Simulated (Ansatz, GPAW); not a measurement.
# Geometry or basis: what sets the conductance of azulenedithiol between two Al chains, part 4 of 4

How well does azulenedithiol between two Al chains conduct once its atoms have relaxed, and how much do cheaper levels lose?

GPAW 26.7.0 and Ansatz 0.2.0; Ansatz plane waves; relaxation of the junction with the lead ends held; PAW set soft_1 (the session's first sound run).

So far, transmission at the Fermi level (one spin): step 3 (plane-wave reference (PBE)) 0.0143; step 4 (double-zeta polarised basis, PBE, GPAW) 0.0171; step 5 (GPAW, szp: basis = "szp(dzp)", PBE, GPAW) 0.0262; step 6 (GPAW, sz: basis = "sz(dzp)", PBE, GPAW) 0.0350; step 7 (LDA in the dzp basis: xc = "LDA") 0.0199. Also open channels of the lead at the Fermi level (one spin): 2 in steps 3, 4, 5 and 6.

### Step 8. The structure as built: geometry = "as built"

Level of this step: GPAW LCAO, PAW setups; Landauer transmission from Green's functions with principal layers (ASE), zero bias (GPAW).

The dzp basis with PBE on the structure as first built shows what the relaxation was worth.

File run.py:

```python
import json
import numpy as np
from ase import Atoms
from ase.transport.calculators import TransportCalculator
from gpaw import GPAW, FermiDirac
from gpaw.lcao.tools import get_lcao_hamiltonian
from scipy.linalg import eigh

# The junction with lead layers at both ends, along the third cell vector
device = Atoms(
    ['Al', 'Al', 'Al', 'Al', 'Al', 'Al', 'Al', 'S', 'C', 'H', 'H', 'C', 'C', 'C', 'C', 'H', 'H', 'C', 'C', 'C', 'C', 'C', 'H', 'H', 'S', 'Al', 'Al', 'Al', 'Al', 'Al', 'Al', 'Al'],
    positions=[
        [7.89649, 4.50000, 1.20000],
        [7.89649, 4.50000, 3.60000],
        [7.89649, 4.50000, 6.00000],
        [7.89649, 4.50000, 8.40000],
        [7.89649, 4.50000, 10.80000],
        [7.89649, 4.50000, 13.20000],
        [7.89649, 4.50000, 15.60000],
        [5.84426, 4.50011, 16.39269],
        [5.80255, 4.50016, 18.09753],
        [3.67308, 4.50020, 18.52100],
        [7.98983, 4.50016, 18.58441],
        [4.69752, 4.50020, 18.85576],
        [6.97531, 4.50018, 18.95207],
        [5.14421, 4.50024, 20.23733],
        [6.60058, 4.50022, 20.24811],
        [8.57109, 4.50027, 21.09688],
        [3.25000, 4.50027, 21.11367],
        [4.32457, 4.50027, 21.29407],
        [7.51348, 4.50027, 21.35612],
        [7.19608, 4.50031, 22.65954],
        [4.68060, 4.50030, 22.69776],
        [5.88711, 4.50031, 23.29724],
        [3.79338, 4.50032, 23.33439],
        [8.04851, 4.50035, 23.33765],
        [5.87887, 4.50035, 25.05857],
        [7.89649, 4.50000, 25.93560],
        [7.89649, 4.50000, 28.33560],
        [7.89649, 4.50000, 30.73560],
        [7.89649, 4.50000, 33.13560],
        [7.89649, 4.50000, 35.53560],
        [7.89649, 4.50000, 37.93560],
        [7.89649, 4.50000, 40.33560]],
    cell=[[15.79298, 0.0, 0.0], [0.0, 9.0, 0.0], [0.0, 0.0, 41.5356]],
    pbc=True)

# One principal layer of the lead: the first 4 atoms of the device
lead = Atoms(
    ['Al', 'Al', 'Al', 'Al'],
    positions=[
        [7.89649, 4.50000, 1.20000],
        [7.89649, 4.50000, 3.60000],
        [7.89649, 4.50000, 6.00000],
        [7.89649, 4.50000, 8.40000]],
    cell=[[15.79298, 0.0, 0.0], [0.0, 9.0, 0.0], [0.0, 0.0, 9.6]],
    pbc=True)

settings = dict(mode='lcao', basis='dzp', xc='PBE', h=0.2,
                occupations=FermiDirac(0.1), maxiter=250,
                mixer=dict(beta=0.1, nmaxold=8, weight=100.0),
                convergence=dict(density=0.0001))
energies = np.arange(-2, 2 + 1e-9, 0.025)
eta = 0.0001
n1, n2 = 1, 1
# k and -k transmit alike, so half of the mesh across the current serves
mesh = [(i, j) for i in range(n1) for j in range(n2) if (i, j) <= (-i % n1, -j % n2)]
weights = np.array([1 if (i, j) == (-i % n1, -j % n2) else 2 for i, j in mesh]) / (n1 * n2)

# [... helper functions left out ...]
fermi_lead = ground_state(lead, (1, 1, 12), 'lead.txt')
fermi_device = ground_state(device, (1, 1, 2), 'device.txt')
# [... loop over the mesh left out, but for ...]
        # Shift the lead onto the potential of the device's first layer
        shift = ((H[:, 0, 0] - H0[:, 0, 0]) / S0[0, 0]).real.mean()
# [...]
kT = 8.617333e-5 * 300
bias = [0.1, 0.2, 0.5, 1.0, 1.5, 2.0]
# [... integrals and printing left out ...]
```

Launch:

```bash
OMP_NUM_THREADS=1 OPENBLAS_NUM_THREADS=1 python run.py
```

Numbers of over 12 decimals in the logs are rounded to 6 here.

The log of the run:

```text
basis functions: device 368, principal layer 52
Fermi level: lead -3.5792 eV, device -3.4309 eV; lead shifted by 0.0048 eV
largest coupling past the next layer 1.42e-15 eV, largest misfit of the first layer 0.025 eV
  E-E_F (eV)   T (one spin)  channels
    -2.000    1.8466e-03    1.0000
    -1.975    1.6690e-03    1.0000
    -1.950    1.5054e-03    1.0000
[...]
1.975    2.1174e-01    3.0000
     2.000    2.1937e-01    3.0000
conductance at 300 K: 0.0568 G0 a cell; thermopower 4.637 uV/K
current from the zero-bias T(E) at 0.1 V: 0.43879 uA
current from the zero-bias T(E) at 0.2 V: 0.86874 uA
current from the zero-bias T(E) at 0.5 V: 1.9682 uA
current from the zero-bias T(E) at 1.0 V: 3.0717 uA
current from the zero-bias T(E) at 1.5 V: 4.2428 uA
current from the zero-bias T(E) at 2.0 V: 6.0921 uA
```

It took 2.8 min on 1 thread of Arm Neoverse V2, shared host; peak memory 2 GiB.

Numbers from this step:

```yaml
conductance: 0.05680 G₀
thermopower: 4.637 μV/K
largest_coupling_past_the_next_principal_layer: 1.42e-15 eV
largest_misfit_of_the_first_principal_layer: 0.02545 eV
shift_that_aligns_the_lead: 0.004845 eV
transmission_at_the_fermi_level_one_spin: 0.05719
```

The conductance, 0.0568 G₀, lies 236 % above that of the dzp run.

### Step 9. The ladder

Times are wall times on the hardware named with each run. The runs compared:

```
no.      run  conductance (G₀)     time  memory (GiB)
  1   pw PBE           0.01422    2.7 h           6.6
  2      dzp           0.01691  3.8 min           2.0
  3      szp           0.02616  3.5 min             2
  4       sz           0.03499  2.8 min           1.9
  5  dzp LDA           0.01965  3.5 min           2.0
  6  asbuilt           0.05680  2.8 min           2.0
```

### Step 10. Comparison

The curves are compared point by point over the common energies.

This step: comparison of transmission and cost over codes, levels and geometry; PAW set soft_1 (GPAW 26.7.0).

Ladder, by row:

```
   step    code  T at the Fermi level (sum over the listed spins)  conductance (G0)  r.m.s. T(E) from the first  wall time (s)  peak memory (GiB)  threads
 pw-pbe  Ansatz                                           0.01432           0.01422                           0           9883              6.559        4
    dzp    GPAW                                           0.01715           0.01691                     0.09332          230.1               2.04        1
    szp    GPAW                                           0.02623           0.02616                      0.3017            212                  2        1
     sz    GPAW                                           0.03495           0.03499                      0.3118          170.6               1.86        1
dzp-LDA    GPAW                                           0.01995           0.01965                     0.03791          207.8               2.04        1
asbuilt    GPAW                                           0.05719            0.0568                      0.1663          169.9               2.04        1
```

Transmission, zone mean, sum over the listed spins against energy, zero at the Fermi level:

```
energy (eV)   pw-pbe      dzp      szp       sz  dzp-LDA  asbuilt
     -2.000  0.00228  0.00235  0.00157  0.00195  0.00225  0.00185
     -1.800  0.00405  0.00426  0.00313  0.00867  0.00408   7.7e-4
     -1.600  0.00864  0.00949  0.00364  1.1e-11  0.00956   2.5e-4
     -1.400  0.00240  0.00235   1.0e-4  2.9e-14  0.00291   4.0e-5
     -1.200        0  2.9e-12  4.7e-13  1.1e-14  4.6e-12  1.1e-13
     -1.000        0  1.4e-11  1.8e-14  2.9e-15  5.6e-13  5.8e-16
     -0.800        0  5.6e-15  1.0e-15  2.1e-15  2.2e-15  1.0e-16
     -0.600        0  4.2e-10  1.3e-12  1.3e-13  7.7e-10  1.9e-15
     -0.400        0  2.3e-11  4.5e-13  8.6e-11  2.0e-11   3.8e-9
     -0.200  0.00416  0.00499  0.00471  0.00690  0.00551   0.0420
      0.000   0.0143   0.0171   0.0262   0.0350   0.0199   0.0572
      0.200   0.0231   0.0253   0.0575   0.0800   0.0295   0.0481
      0.400   0.0412   0.0439    0.182    0.287   0.0512   0.0480
      0.600   0.0808   0.0813    0.585    0.849   0.0949   0.0573
      0.675    0.103   0.0996    0.792    0.937    0.117   0.0637
      0.775    0.138    0.128    0.940    0.821    0.152   0.0754
      0.800    0.149    0.136    0.935    0.769    0.162   0.0791
      1.000    0.270    0.222    0.555    0.390    0.278    0.125
      1.200    0.585    0.418    0.277    0.234    0.554    0.241
      1.350    0.914    0.750    0.235    0.345    0.890    0.470
      1.400    0.877    0.867    0.288    0.815    0.919    0.599
      1.450    0.753    0.920    0.564   0.0943    0.855    0.751
      1.475    0.678    0.908    0.911   0.0138    0.797    0.823
      1.600    0.384    0.605  0.00244  0.00881    0.479    0.842
      1.800    0.263    0.295   0.0113   0.0126    0.285    0.323
      2.000    0.892    0.408   0.0121   0.0122    0.719    0.219
```

### Step 11. Other settings

One more run, with changed settings.

This step: GPAW LCAO, PAW setups; Landauer transmission from Green's functions with principal layers (ASE), zero bias (GPAW 26.7.0).

run.py: that of step 8 with these lines changed.

```diff
@@ -17,24 +17,24 @@
         [7.89649, 4.50000, 10.80000],
-        [7.89649, 4.50000, 13.20000],
-        [7.89649, 4.50000, 15.60000],
-        [5.84426, 4.50011, 16.39269],
-        [5.80255, 4.50016, 18.09753],
-        [3.67308, 4.50020, 18.52100],
-        [7.98983, 4.50016, 18.58441],
-        [4.69752, 4.50020, 18.85576],
-        [6.97531, 4.50018, 18.95207],
-        [5.14421, 4.50024, 20.23733],
-        [6.60058, 4.50022, 20.24811],
-        [8.57109, 4.50027, 21.09688],
-        [3.25000, 4.50027, 21.11367],
-        [4.32457, 4.50027, 21.29407],
-        [7.51348, 4.50027, 21.35612],
-        [7.19608, 4.50031, 22.65954],
-        [4.68060, 4.50030, 22.69776],
-        [5.88711, 4.50031, 23.29724],
-        [3.79338, 4.50032, 23.33439],
-        [8.04851, 4.50035, 23.33765],
-        [5.87887, 4.50035, 25.05857],
-        [7.89649, 4.50000, 25.93560],
-        [7.89649, 4.50000, 28.33560],
+        [6.13434, 4.57495, 12.65496],
+        [6.48547, 4.54846, 15.26013],
+        [4.52162, 4.56549, 16.33016],
+        [4.74861, 4.54359, 18.07390],
+        [2.59189, 4.49894, 18.63122],
+        [6.95497, 4.57801, 18.45269],
+        [3.63331, 4.51332, 18.94162],
+        [5.93887, 4.55429, 18.84167],
+        [4.10127, 4.50661, 20.26335],
+        [5.58630, 4.53448, 20.20120],
+        [7.52883, 4.56188, 21.02874],
+        [2.22711, 4.46488, 21.22631],
+        [3.30553, 4.48212, 21.41050],
+        [6.46612, 4.54286, 21.29030],
+        [6.19903, 4.53390, 22.65839],
+        [3.67416, 4.48166, 22.75359],
+        [4.96048, 4.50678, 23.33006],
+        [2.84895, 4.46104, 23.46772],
+        [7.08559, 4.55276, 23.30093],
+        [4.88952, 4.51803, 25.11656],
+        [6.91999, 4.38142, 26.07405],
+        [6.39579, 4.45949, 28.65265],
         [7.89649, 4.50000, 30.73560],
@@ -59,3 +59,3 @@
 settings = dict(mode='lcao', basis='dzp', xc='PBE', h=0.2,
-                occupations=FermiDirac(0.1), maxiter=250,
+                occupations=FermiDirac(0.1), maxiter=60,
                 mixer=dict(beta=0.1, nmaxold=8, weight=100.0),
@@ -63,3 +63,3 @@
 energies = np.arange(-2, 2 + 1e-9, 0.025)
-eta = 0.0001
+eta = 0.5
 n1, n2 = 1, 1
```

The log of the run:

```text
basis functions: device 368, principal layer 52
Fermi level: lead -3.5792 eV, device -3.4071 eV; lead shifted by 0.0201 eV
largest coupling past the next layer 1.42e-15 eV, largest misfit of the first layer 0.075 eV
  E-E_F (eV)   T (one spin)  channels
    -2.000    5.3078e-06    1.0000
    -1.975    5.1458e-06    1.0000
    -1.950    4.9779e-06    1.0000
    -1.925    4.8035e-06    1.0000
    -1.900    4.6226e-06    1.0000
    -1.875    4.4351e-06    1.0000
    -1.850    4.2410e-06    1.0000
    -1.825    4.0406e-06    1.0000
    -1.800    3.8344e-06    1.0000
    -1.775    3.6231e-06    1.0000
    -1.750    3.4077e-06    1.0000
    -1.725    3.1892e-06    1.0000
    -1.700    2.9689e-06    1.0000
    -1.675    2.7485e-06    1.0000
    -1.650    2.5296e-06    1.0000
    -1.625    2.3139e-06    1.0000
[...]
1.825    3.7332e-05    3.0000
     1.850    3.5742e-05    3.0000
     1.875    3.4071e-05    3.0000
     1.900    3.2334e-05    3.0000
     1.925    3.0547e-05    3.0000
     1.950    2.8725e-05    3.0000
     1.975    2.6886e-05    3.0000
     2.000    2.5046e-05    3.0000
conductance at 300 K: 6.1874e-08 G0 a cell; thermopower -74.83 uV/K
current from the zero-bias T(E) at 0.1 V: 4.9675e-07 uA
current from the zero-bias T(E) at 0.2 V: 1.0994e-06 uA
current from the zero-bias T(E) at 0.5 V: 4.7887e-06 uA
current from the zero-bias T(E) at 1.0 V: 2.9379e-05 uA
current from the zero-bias T(E) at 1.5 V: 0.00011949 uA
current from the zero-bias T(E) at 2.0 V: 0.00036363 uA
```

Elapsed: 2.2 min, on 1 thread; peak memory 2 GiB.

The run finished. A setting was moved off its sound value on purpose, so it serves as a test and not as the result.

The fault put into the input: a broadening of tenths of an eV (eta = 0.5).

The two runs compared:

```
                                  quantity  this run  sound run  difference
                          conductance (G₀)  6.187e-8   0.016910     -0.0169
                        thermopower (μV/K)   -74.828    -20.261       -54.6
transmission at the Fermi level (one spin)  5.610e-8   0.017148     -0.0171
```

One result that differs is the transmission at the Fermi level (one spin), 5.6e-8 against 0.0171.

### Step 12. Results

```yaml
conductance: 0.0169 G₀
transmission_at_the_fermi_level_mean_of_the_spins: 0.0171
thermopower: -20.3 μV/K
open_channels_of_the_lead_there: 2
```

In words: In the dzp basis the junction conducts 0.0169 G₀ at 300 K, with T = 0.0171 a spin at the Fermi level; no smaller basis tried comes within 10 % of that conductance. Relaxation moved atoms by up to 1.8 Å and took the conductance from 0.0568 to 0.0169 G₀, as a ratio a larger change than the step from dzp to the minimal basis. Plane waves (PBE) give T = 0.0143 there. The scatterer reflects about 99 % of the incoming channels at the Fermi level. The negative thermopower says that the thermally weighted transmission is larger above the Fermi level, as for electron-like transport. Measured against the first run (pw-pbe), the nearest curve is that of dzp-LDA (r.m.s. 0.038) and the farthest that of sz (0.31). Over the compared runs wall time goes from 170 s (asbuilt) to 9883 s (pw-pbe), on a shared host; the plane-wave run used 4 threads and the orbital runs 1. Moves of this size go well beyond a change of bond lengths: the free chain atoms or the scatterer took up a new arrangement, and the name in the title describes the start. The leads kept an estimated spacing and the cell its length, so the junction may be under some tension or compression. Semilocal functionals put molecular levels too near the Fermi level, so such conductances usually come out too high, and chain electrodes have a sharper density of states than real ones. An evenly spaced straight chain is an idealisation: free chains tend to dimerise, zigzag or, where a band edge lies near the Fermi level, turn magnetic. The currents use the zero-bias T(E) throughout, which holds only while the bias is small against the distance to the nearest feature.

[Logs are printed without paths, hosts, clocks, repeated set-up lines and the standing remarks that a program may print on its own settings, such as how far it seeks lower states.]

[Hosts, paths, dates, database ids (printed as entryN), source tags and the programs' standing remarks are cut or masked in the printed files.]
